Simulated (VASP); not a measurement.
# CaSe: single point with r2SCAN

**Measured values to compare with.**

From a printed reference work, monograph, original work of 1988, for a bulk crystal of CaSe at 2 K: band gap 3.85 eV (indirect).

The system is CaSe.

```
Se Ca
1.0
     0.00000    2.95600    2.95600
     2.95600    0.00000    2.95600
     2.95600    2.95600    0.00000
Se Ca
1 1
Direct
  0.50000 0.50000 0.50000
  0.00000 0.00000 0.00000
```

```json
{"Program": "VASP 6.6.1", "Task": "single point", "Functional": "r2SCAN", "Potentials or basis": "VASP PAW PBE potentials, release 64 (Se, Ca_sv)", "Cutoff": "520 eV", "k mesh": "8 × 8 × 8", "Occupations": "fermi-dirac, width 0.05 eV", "Spin": "no spin polarisation"}
```

The pressure is 0.9 GPa and the band gap on the k mesh is 2.49 eV, indirect (least direct gap 3.44 eV).

Levels at points of the mesh, in eV from the valence-band top:
| k point | band 6 | band 7 | band 8 | band 9 | band 10 | band 11 |
| --- | --- | --- | --- | --- | --- | --- |
| (0.00, 0.00, 0.00) | 0.00 | 0.00 | 0.00 | 4.15 | 4.23 | 4.23 |
| (0.50, 0.00, 0.00) | -3.28 | -1.19 | -1.19 | 5.12 | 6.10 | 6.12 |
| (0.50, 0.50, 0.00) | -2.55 | -0.95 | -0.95 | 2.49 | 5.62 | 5.82 |

Wall time 30 s on 1 thread of Intel(R) Xeon(R) 6975P-C (Granite Rapids), on a shared host, peak memory 0.19 GiB.

Measured gap of CaSe: 3.85 eV (indirect; 2 K; a printed reference work, monograph, original work of 1988). This calculation gives 2.49 eV (-1.36 eV). Spin-orbit coupling on Se is left out. The value is that of r2SCAN on a finite k mesh, which can miss the band edges, without temperature or zero-point motion.

Caveat: the PAW data sets were made with another functional, which shifts forces and pressure a little.
